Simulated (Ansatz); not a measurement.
Write an ASE script for Ansatz 0.2.0 that does the following.

- Task: single point
- Functional: PBE
- Dispersion: D3(BJ)+ATM
- Potentials or basis: Ansatz PAW
- Cutoff: 420 eV
- Density cutoff: 1680 eV
- k mesh: 7 × 7 × 7
- Occupations: fixed
- Spin: no spin polarisation
- Driver: calculator

The structure of HfO2 lies in POSCAR:

```
HfO2
1.0
   -0.0194660000      2.5318000000      2.5254400000
    2.5280590000     -0.0392460000      2.5452200000
    2.5407980000      2.5643190000     -0.0519850000
Hf O
1 2
Direct
    0.0000000000      0.0000000000      0.0000000000
    0.7500000000      0.7500000000      0.7500000000
    0.2500000000      0.2500000000      0.2500000000
```

The cell isn't the ideal one: cell strained at random at fixed volume.

These files were run (other wordings do the same):

run.py

```python
import json

import ase.io
import numpy as np
from ase.calculators.calculator import CalculationFailed, Calculator
from ase.stress import full_3x3_to_voigt_6_stress
from ase.units import GPa

import ansatz as az

class AnsatzCalculator(Calculator):
    implemented_properties = ["energy", "free_energy", "forces", "stress", "magmom"]

    def calculate(self, atoms, properties, system_changes):
        super().calculate(atoms, properties, system_changes)
        structure = atoms.copy()
        structure.set_constraint()
        structure.set_momenta(None)
        structure.set_masses(None)
        outcome = (
            az.Crystal.from_ase(structure)
            .calculation()
            .basis(xc_grid=2)
            .kpoints(7, 7, 7)
            .functional("pbe", dispersion="d3bjatm")
            .pseudopotentials(kind="paw")
            .scf(tolerance=2e-10)
            .occupations(method="fixed")
            .forces()
            .stress()
            .run(threads=2)
        )
        if not outcome.report["converged"]:
            raise CalculationFailed("SCF not converged")
        report = outcome.report
        self.results = {
            "free_energy": report["lagrangian_ev"],
            "energy": report["lagrangian_ev"],
            "forces": np.array(report["forces_ev_ang"]),
            "stress": -GPa * full_3x3_to_voigt_6_stress(report["stress_gpa"]),
            "magmom": report["magnetization_mub"],
        }

np.set_printoptions(precision=5, suppress=True, linewidth=110)
atoms = ase.io.read("POSCAR", format="vasp")
atoms.calc = AnsatzCalculator()
print(f"free energy {atoms.get_potential_energy():.6f} eV")
print("forces (eV/A)", atoms.get_forces(), sep="\n")
print("stress (GPa, Voigt, tension positive)", atoms.get_stress() / GPa, sep="\n")
print(f"moment {atoms.get_magnetic_moment():.4f} muB")
```

Potentials or basis: Ansatz PAW.

The run is started by

```sh
$ python run.py
```

It gave:

```json
{
 "Pressure": "-5.3 GPa",
 "Largest force": "0.198 eV/Å",
 "Band gap on the k mesh": "3.82 eV"
}
```

Caveat: odd divisions of the mesh miss points on the zone boundary, where band edges often lie, so the gap on the mesh can be too wide; the pressure holds a Pulay correction of +0.9 GPa for the finite cutoff; spin-orbit coupling is left out, which moves the levels of the heavy elements.

Run time: 3.4 s on 2 threads of Arm Neoverse V2, with other jobs on the host, peak memory 0.51 GiB.
